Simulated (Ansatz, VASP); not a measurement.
## CdS (Greenockite): VASP beside Ansatz

```
Cd S
1.0
     4.15000    0.00000    0.00000
    -2.07500    3.59401    0.00000
     0.00000    0.00000    6.73700
Cd S
2 2
Direct
  0.66667 0.33333 0.50000
  0.33333 0.66667 0.00000
  0.66667 0.33333 0.87500
  0.33333 0.66667 0.37500
```

Alike in both runs: task band structure; functional PBE; k mesh 7 × 7 × 4; occupations fermi-dirac, width 0.05 eV; no spin polarisation.

|  | VASP | Ansatz |
| --- | --- | --- |
| version | VASP 6.6.1 | Ansatz 0.2.0 |
| potentials or method | VASP PAW PBE potentials, release 64 (Cd, S_h) | Ansatz PAW |
| plane-wave cutoff (eV) | 900 | 420 |
| valence electrons in the cell | 36 | 52 |

```csv
,VASP,Ansatz,Ansatz less VASP
gap on the k mesh at the Fermi level (eV),1.20,1.20,-0.003
least direct gap on the mesh (eV),1.20,1.20,-0.003
gap along the band path (eV),1.20,1.20,-0.003
pressure (GPa),2.4,2.1,-0.38
largest component of the traceless stress (GPa),0.44,0.42,-0.018
rms of the force components (eV/Å),0.040,0.039,-0.0010
```

Atom by atom the forces differ by 0.001 eV/Å (rms over components). The two sets of potentials don't hold the same shells in valence.

PBE gaps usually lie below the measured ones, often by a third to a half.
